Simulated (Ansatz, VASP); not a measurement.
This is a calculation of Al for Ansatz 0.2.0.

The input input.yaml:

```yaml
crystal:
  lattice:
    - [2.72176, 0.0, 0.0]
    - [0.0, 2.72176, 0.0]
    - [0.0, 0.0, 2.72176]
  atoms:
    - { symbol: Al, position: [0.0, 0.0, 0.0] }
hamiltonian:
  xc: pbe
  pseudopotentials: { kind: paw }
kpoints:
  mp_grid: { grid: [10, 10, 10] }
scf:
  occupations: { method: fermi_dirac, width: 0.05 }
output:
  forces: true
  stress: true
  eigenvalues: true
```

Potentials or basis: Ansatz PAW.

Launch:

```sh
$ ansatz run input.yaml --threads 1 --pin off --max-ram 3584MiB --backend cpu --events-out ev --progress --plain --runs-dir out
```

**Question.** Translate it to VASP 6.6.1. Potentials there: VASP PAW PBE potentials, release 64 (Al).

**Answer.** As run (the cutoff follows the program's own potentials):

INCAR

```
SYSTEM = Al
ALGO = Normal
EDIFF = 1E-6
ENCUT = 520
GGA = PE
ISIF = 2
ISMEAR = -1
LASPH = .TRUE.
LCHARG = .FALSE.
LREAL = .FALSE.
LWAVE = .FALSE.
NBANDS = 8
NELM = 80
PREC = Accurate
SIGMA = 0.05
```

The input KPOINTS:

```
k-points
0
G
  10 10 10
  0 0 0
```

POSCAR

```
Al
1.0
    2.7217600000      0.0000000000      0.0000000000
    0.0000000000      2.7217600000      0.0000000000
    0.0000000000      0.0000000000      2.7217600000
Al
1
Direct
    0.0000000000      0.0000000000      0.0000000000
```

Potentials or basis: VASP PAW PBE potentials, release 64 (Al).

Run with:

```console
$ cat potpaw_PBE.64/Al/POTCAR > POTCAR
$ mpirun -np 1 vasp_std > vasp.out
```

Both were run:

|  | VASP | Ansatz | Ansatz less VASP |
| --- | --- | --- | --- |
| gap on the k mesh at the Fermi level (eV) | none | none | - |
| pressure (GPa) | 0.3 | 0.4 | +0.02 |

A gap of «none» marks a metal or a gap that the smearing closes. With one functional, cell and mesh, what is left measures potentials, basis and numerics.
